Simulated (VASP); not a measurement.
# TiB2 (P6/mmm) in VASP: single point with PBEsol

Aim: the single point of TiB2 with PBEsol.

Program: VASP 6.6.1. These are calculated values, not measurements. Logs are shortened: lines on timing, memory, paths and dates and some standing lists are left out, and cuts for length are marked.

**1. The crystal as given**

It takes space group P6/mmm (No. 191, hexagonal). The conventional cell has a = 3.026 Å, b = 3.026 Å, c = 3.229 Å, α = 90.00°, β = 90.00°, γ = 120.00°. Around Ti (site symmetry 6/mmm) lie 12 B at 2.38 Å. B (site symmetry -6m2) is surrounded by 3 B at 1.75 Å.

The cell is a database's computed one.

**2. Single point, PBEsol**

INCAR reads:

```
SYSTEM = TiB2
  PREC = Accurate
  ENCUT = 520
  EDIFF = 1E-6
  ISMEAR = -1
  SIGMA = 0.03
  LREAL = .False.
  LASPH = .True.
  NELM = 100
  ALGO = Normal
  ISIF = 2
  LWAVE = .False.
  LCHARG = .False.
  GGA = PS
  NBANDS = 16
```

KPOINTS reads:

```
regular mesh
0
Gamma
  12 12 10
  0 0 0
```

POSCAR reads:

```
TiB2
1.0
    3.0259273119      0.0000000000      0.0000000000
   -1.5129636559      2.6205299221      0.0000000000
    0.0000000000      0.0000000000      3.2287677100
Ti B
1 2
Direct
    0.0000000000      0.0000000000      0.0000000000
    0.3333333333      0.6666666667      0.5000000000
    0.6666666667      0.3333333333      0.5000000000
```

Potentials or basis: VASP PAW PBE potentials, release 64 (Ti_sv, B).

Started as:

```bash
$ cat potpaw_PBE.64/Ti_sv/POTCAR potpaw_PBE.64/B/POTCAR > POTCAR
$ mpirun -np 1 vasp_std > vasp.out
```

OUTCAR:

```text
SYSTEM = TiB2
   PREC = Accurate
   ENCUT = 520
   EDIFF = 1E-6
   ISMEAR = -1
   LREAL = .False.
   LASPH = .True.
   NELM = 100
   ISIF = 2
   GGA = PS

 ion  position               nearest neighbor table
   1  0.000  0.000  0.000-   2 2.38   3 2.38   2 2.38   3 2.38   2 2.38   2 2.38   3 2.38   3 2.38
                             3 2.38   3 2.38   2 2.38   2 2.38
   2  0.333  0.667  0.500-   3 1.75   3 1.75   3 1.75   1 2.38   1 2.38   1 2.38   1 2.38   1 2.38
                             1 2.38
   3  0.667  0.333  0.500-   2 1.75   2 1.75   2 1.75   1 2.38   1 2.38   1 2.38   1 2.38   1 2.38
                             1 2.38

  LATTYP: Found a hexagonal cell.
 ALAT       =     3.0259273119
 C/A-ratio  =     1.0670341278

  Lattice vectors:

 A1 = (   3.0259273119,   0.0000000000,   0.0000000000)
 A2 = (  -1.5129636559,   2.6205299221,   0.0000000000)
 A3 = (   0.0000000000,   0.0000000000,   3.2287677100)

Analysis of symmetry for initial positions (statically):
=====================================================================
 Subroutine PRICEL returns:
 Original cell was already a primitive cell.

 Routine SETGRP: Setting up the symmetry group for a
 hexagonal supercell.

 Subroutine GETGRP returns: Found 24 space group operations
 (whereof 24 operations were pure point group operations)
 out of a pool of 24 trial point group operations.

The static configuration has the point symmetry D_6h.

Analysis of symmetry for dynamics (positions and initial velocities):
=====================================================================
 Subroutine PRICEL returns:
 Original cell was already a primitive cell.

 Routine SETGRP: Setting up the symmetry group for a
 hexagonal supercell.

 Subroutine GETGRP returns: Found 24 space group operations
 (whereof 24 operations were pure point group operations)
 out of a pool of 24 trial point group operations.

The dynamic configuration has the point symmetry D_6h.

 Subroutine INISYM returns: Found 24 space group operations
 (whereof 24 operations are pure point group operations),
 and found     1 'primitive' translations

----------------------------------------------------------------------------------------

                                     Primitive cell

  volume of cell :      25.6026

  direct lattice vectors                    reciprocal lattice vectors
     3.025927312  0.000000000  0.000000000     0.330477205  0.190801103  0.000000000
    -1.512963656  2.620529922  0.000000000     0.000000000  0.381602206  0.000000000
     0.000000000  0.000000000  3.228767710     0.000000000  0.000000000  0.309715684

  length of vectors
     3.025927312  3.025927312  3.228767710     0.381602206  0.381602206  0.309715684

  position of ions in fractional coordinates (direct lattice)
     0.000000000  0.000000000  0.000000000
     0.333333333  0.666666667  0.500000000
     0.666666667  0.333333333  0.500000000

  ion indices of the primitive-cell ions
   primitive index   ion index
                 1           1
                 2           2
                 3           3

----------------------------------------------------------------------------------------

 KPOINTS: regular mesh

Automatic generation of k-mesh.
 Grid dimensions read from file:
 generate k-points for:   12   12   10

 Generating k-lattice:

  Cartesian coordinates                     Fractional coordinates (reciprocal lattice)
     0.027539767  0.015900092  0.000000000     0.083333333  0.000000000  0.000000000
     0.000000000  0.031800184  0.000000000     0.000000000  0.083333333  0.000000000
     0.000000000  0.000000000  0.030971568     0.000000000  0.000000000  0.100000000

  Length of vectors
     0.031800184  0.031800184  0.030971568

  Shift w.r.t. Gamma in fractional coordinates (k-lattice)
     0.000000000  0.000000000  0.000000000

 Subroutine IBZKPT returns following result:
 ===========================================

 Found    114 irreducible k-points:

 Following reciprocal coordinates:
            Coordinates               Weight
  0.000000  0.000000  0.000000      1.000000
  0.083333  0.000000  0.000000      6.000000
  0.166667  0.000000  0.000000      6.000000
  0.250000  0.000000  0.000000      6.000000
  0.333333  0.000000  0.000000      6.000000
  0.416667  0.000000  0.000000      6.000000
[... 16 lines left out ...]
  0.250000  0.000000  0.100000     12.000000
  0.333333  0.000000  0.100000     12.000000
 [... further k-points ...]
   k-points           NKPTS =    114   k-points in BZ     NKDIM =    114   number of bands    NBANDS=     16
   number of dos      NEDOS =    301   number of ions     NIONS =      3
   total plane-waves  NPLWV =  13824
   dimension x,y,z NGX =    24 NGY =   24 NGZ =   24
   dimension x,y,z NGXF=    48 NGYF=   48 NGZF=   48
   ions per type =               1   2
   NGX,Y,Z   is equivalent  to a cutoff of  13.19, 13.19, 12.36 a.u.
   NGXF,Y,Z  is equivalent  to a cutoff of  26.37, 26.37, 24.71 a.u.
 SYSTEM =  TiB2
   PREC   = accura    normal or accurate (medium, high low for compatibility)
   ISTART =      0    job   : 0-new  1-cont  2-samecut
   ICHARG =      2    charge: 1-file 2-atom 10-const
   ISPIN  =      1    spin polarized calculation?
   LNONCOLLINEAR =      F non collinear calculations
   LSORBIT =      F    spin-orbit coupling
   LASPH  =      T    aspherical Exc in radial PAW
   ENCUT  =  520.0 eV  38.22 Ry    6.18 a.u.   5.63  5.63  6.00*2*pi/ulx,y,z
   NELM   =    100;   NELMIN=  2; NELMDL= -5     # of ELM steps
   EDIFF  = 0.1E-05   stopping-criterion for ELM
   LREAL  =      F    real-space projection
   EDIFFG = 0.1E-04   stopping-criterion for IOM
   NSW    =      0    number of steps for IOM
   IBRION =     -1    ionic relax: 0-MD 1-quasi-New 2-CG
   NFREE  =      0    steps in history (QN), initial steepest desc. (CG)
   ISIF   =      2    stress and relaxation
   ISYM   =      2    0-nonsym 1-usesym 2-fastsym
   POTIM  = 0.5000    time-step for ionic-motion
   TEBEG  =    0.0;   TEEND  =   0.0 temperature during run
   PSTRESS=    0.0 pullay stress
   NELECT =      18.0000    total number of electrons
   NUPDOWN=      -1.0000    fix difference up-down
   EMIN   =  10.00;   EMAX   =-10.00  energy-range for DOS
   EFERMI =   0.00;   METHOD = LEGACY
   ISMEAR =    -1;   SIGMA  =   0.03  broadening in eV -4-tet -1-fermi 0-gaus
   EFERMI_NEDOS =   21; number of points for ismear=-14 and -15
   IALGO  =     38    algorithm
   IMIX   =      4    mixing-type and parameters
     AMIX     =   0.40;   BMIX     =  1.00
     AMIX_MAG =   1.60;   BMIX_MAG =  1.00
  volume/ion in A,a.u.               =       8.53        57.59
  Fermi-wavevector in a.u.,A,eV,Ry     =   1.455697  2.750868 28.831460  2.119053
  Thomas-Fermi vector in A             =   2.572701
   LORBIT       =      0    0 simple, 1 ext, 2 COOP (PROOUT), +10 PAW based schemes
   GGA     = PS    functional components
   LHFCALC =     F    Hartree Fock is set to
   AEXX    =    0.0000 exact exchange contribution
   IVDW    =     0    specifies the selected vdW correction
   LEPSILON=     F    determine dielectric tensor
   LRPA    =     F    only Hartree local field effects (RPA)
 non-spin polarized calculation
  energy-cutoff  :      520.00
  volume of cell :       25.60
 maximum number of plane-waves:       721
 NGX is ok and might be reduce to    24
   NGX = 11   NGY = 11   NGZ = 13

 number of electron      18.0000002 magnetization

 Free energy of the ion-electron system (eV)
  ---------------------------------------------------
  ext. energy  EPLUGINS =         0.00000000
  ---------------------------------------------------
  free energy    TOTEN  =       -25.78482405 eV

  energy without entropy =      -25.78313927  energy(sigma->0) =      -25.78398166

 E-fermi :   9.9403     XC(G=0): -12.8815

 val. band max:        9.9361718025   @ k =   0.0833   0.0000   0.3000
 cond. band min:       9.9513066776   @ k =   0.0833   0.0000   0.4000
 fundamental gap:      0.0151348751
 Fermi energy:         9.9402764257

 k-point     1 :       0.0000    0.0000    0.0000
  band No.  band energies     occupation
      1     -46.7708      2.00000
      2     -23.2295      2.00000
      3     -22.9083      2.00000
      4     -22.9083      2.00000
      5      -3.5526      2.00000
      6       7.3392      2.00000
[... 8 lines left out ...]
     15      15.7148      0.00000
     16      16.9440      0.00000

 k-point     2 :       0.0833    0.0000    0.0000
  band No.  band energies     occupation
      1     -46.7670      2.00000
      2     -23.2246      2.00000
      3     -22.9370      2.00000
      4     -22.9147      2.00000
      5      -3.4185      2.00000
      6       6.9564      2.00000
[... 8 lines left out ...]
     15      16.5212      0.00000
     16      17.3657      0.00000

 k-point     3 :       0.1667    0.0000    0.0000
  band No.  band energies     occupation
      1     -46.7567      2.00000
      2     -23.2116      2.00000
      3     -23.0148      2.00000
      4     -22.9324      2.00000
      5      -3.0240      2.00000
      6       5.9730      2.00000
[... 8 lines left out ...]
     15      18.1601      0.00000
     16      18.2108      0.00000

 k-point     4 :       0.2500    0.0000    0.0000
  band No.  band energies     occupation
      1     -46.7426      2.00000
      2     -23.1937      2.00000
      3     -23.1197      2.00000
      4     -22.9565      2.00000
      5      -2.3901      2.00000
      6       4.6914      2.00000
[... 8 lines left out ...]
     15      17.3452      0.00000
     16      19.1578      0.00000

 k-point     5 :       0.3333    0.0000    0.0000
  band No.  band energies     occupation
      1     -46.7284      2.00000
      2     -23.2230      2.00000
      3     -23.1757      2.00000
      4     -22.9805      2.00000
      5      -1.5456      2.00000
      6       3.3140      2.00000
[... 8 lines left out ...]
     15      17.3192      0.00000
     16      18.8899      0.00000

 k-point     6 :       0.4167    0.0000    0.0000
  band No.  band energies     occupation
      1     -46.7180      2.00000
      2     -23.2977      2.00000
      3     -23.1626      2.00000
      4     -22.9980      2.00000
      5      -0.5219      2.00000
      6       1.9503      2.00000
[... 8 lines left out ...]
     15      17.3688      0.00000
     16      18.4294      0.00000
[... 267 lines left out ...]
 k-point    21 :       0.0833    0.0000    0.1000
  band No.  band energies     occupation
      1     -46.7656      2.00000
      2     -23.2443      2.00000
      3     -22.9353      2.00000
      4     -22.9131      2.00000
      5      -3.2881      2.00000
      6       6.4306      2.00000
[... 8 lines left out ...]
     15      16.8241      0.00000
     16      17.2669      0.00000

 k-point    22 :       0.1667    0.0000    0.1000
  band No.  band energies     occupation
      1     -46.7553      2.00000
      2     -23.2308      2.00000
      3     -23.0128      2.00000
      4     -22.9307      2.00000
      5      -2.9027      2.00000
      6       6.0167      2.00000
[... 8 lines left out ...]
     15      17.8142      0.00000
     16      18.2700      0.00000

 k-point    23 :       0.2500    0.0000    0.1000
  band No.  band energies     occupation
      1     -46.7412      2.00000
      2     -23.2124      2.00000
      3     -23.1172      2.00000
      4     -22.9547      2.00000
      5      -2.2837      2.00000
      6       4.7083      2.00000
[... 8 lines left out ...]
     15      17.6167      0.00000
     16      19.6183      0.00000

 k-point    24 :       0.3333    0.0000    0.1000
  band No.  band energies     occupation
      1     -46.7270      2.00000
      2     -23.2206      2.00000
      3     -23.1933      2.00000
      4     -22.9785      2.00000
      5      -1.4587      2.00000
      6       3.3231      2.00000
[... 8 lines left out ...]
     15      17.6328      0.00000
     16      19.4733      0.00000

 [... further k-points ...]

------------------------ aborting loop because EDIFF is reached ----------------------------------------

  FORCE on cell =-STRESS in cart. coord.  units (eV):
  Direction    XX          YY          ZZ          XY          YZ          ZX
  --------------------------------------------------------------------------------------
  -------------------------------------------------------------------------------------
  Total       -0.4872973     -0.4872973     -1.0217509     -0.0000000      0.0000000      0.0000000
  in kB      -30.4944034    -30.4944034    -63.9397861     -0.0000000      0.0000000      0.0000000
  external PRESSURE =     -41.6428643 kB  Pullay stress =       0.0000000 kB

 VOLUME and BASIS-vectors are now :
 -----------------------------------------------------------------------------
  energy-cutoff  :      520.00
  volume of cell :       25.60
      direct lattice vectors                 reciprocal lattice vectors
     3.025927312  0.000000000  0.000000000     0.330477205  0.190801103  0.000000000
    -1.512963656  2.620529922  0.000000000     0.000000000  0.381602206  0.000000000
     0.000000000  0.000000000  3.228767710     0.000000000  0.000000000  0.309715684

 POSITION                                       TOTAL-FORCE (eV/Angst)
 -----------------------------------------------------------------------------------
      0.00000      0.00000      0.00000         0.000000      0.000000      0.000000
     -0.00000      1.74702      1.61438        -0.000000      0.000000      0.000000
      1.51296      0.87351      1.61438         0.000000      0.000000      0.000000
 -----------------------------------------------------------------------------------
    total drift:                               -0.000000      0.000000      0.000000

  FREE ENERGIE OF THE ION-ELECTRON SYSTEM (eV)
  ---------------------------------------------------
  free  energy   TOTEN  =       -25.7848240529 eV

  energy  without entropy=      -25.7831392726  energy(sigma->0) =      -25.78398166
```

It took 20 s on 1 thread of Intel Xeon Platinum 8488C (Sapphire Rapids), shared host; peak memory 0.16 GiB.

Results:

| Item | Value |
| --- | --- |
| Free energy | -25.7848 eV |
| Pressure | -4.2 GPa |
| Band gap on the k mesh | none (metal or under the smearing width) |

Stress tensor (GPa, compression positive):
```
-3.05  0.00  0.00
 0.00 -3.05  0.00
 0.00  0.00 -6.39
```

Caveat: the PAW data sets were made with another functional, which shifts forces and pressure a little.
